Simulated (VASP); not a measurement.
Crystal: MnO.

```xyz
2
Lattice="0.0000 2.2220 2.2220 2.2220 0.0000 2.2220 2.2220 2.2220 0.0000" Properties=species:S:1:pos:R:3 pbc="T T T"
Mn    0.0000    0.0000    0.0000
O     2.2220    2.2220    2.2220
```

Base run:

| Property | Result |
| --- | --- |
| Program | VASP 6.6.1 |
| Functional | r2SCAN |
| Potentials or basis | VASP PAW PBE potentials, release 64 (Mn_pv, O) |
| Cutoff | 520 eV |
| k mesh | 7 × 7 × 7 |
| Occupations | gaussian, width 0.05 eV |
| Spin | collinear spin, zero start |
| Starting moments | [0.0, 0.0] μB |
| Hubbard terms | Mn d U = 6 eV |

Its results: band gap on the k mesh none (metal or under the smearing width); pressure -27.0 GPa; net moment 1.00 μB per cell; site moments Mn +1.00; O +0.03 μB.

**Question.** The run is repeated on the same cell with these changes: spin from collinear spin, zero start to collinear spin, ferromagnetic start; moments at the start from [0.0, 0.0] to [4.0, 0.0]. What comes out?

**Answer.** Band gap on the k mesh 1.33 eV, indirect (least direct gap 3.24 eV); pressure 4.8 GPa; net moment 5.00 μB per cell; site moments Mn +4.71; O +0.12 μB.

Caveats: the PAW data sets were made with another functional, which shifts forces and pressure a little; a cell with one magnetic atom can't hold antiferromagnetic order, which such compounds often take; an odd mesh through Γ misses points on the zone boundary, where band edges often lie (some runs).
